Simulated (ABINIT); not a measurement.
Crystal: Al.

```
Al
1.0
     2.81246    0.00000    0.00000
    -1.40623    2.43566    0.00000
     0.00000    0.00000    4.86685
Al
2
Direct
  0.33333 0.66667 0.25000
  0.66667 0.33333 0.75000
```

This isn't the form of Al at room conditions, which is fcc.

Base run:

```yaml
Program: ABINIT 10.8.3 (patched build)
Functional: r2SCAN
Potentials_or_basis: JTH PAW PBE v2.0
Cutoff: 490 eV
k_mesh: 11 × 11 × 6
Occupations: fermi-dirac, width 0.05 eV
Spin: no spin polarisation
```

Its results: band gap on the k mesh none (metal or under the smearing width); pressure -2.4 GPa.

Q: The run is repeated on the same cell with these changes: functional from r2SCAN to AM05. What comes out?

A: Band gap on the k mesh none (metal or under the smearing width); pressure -1.9 GPa.

Caveats: the PAW data sets were made with another functional, which shifts forces and pressure a little.
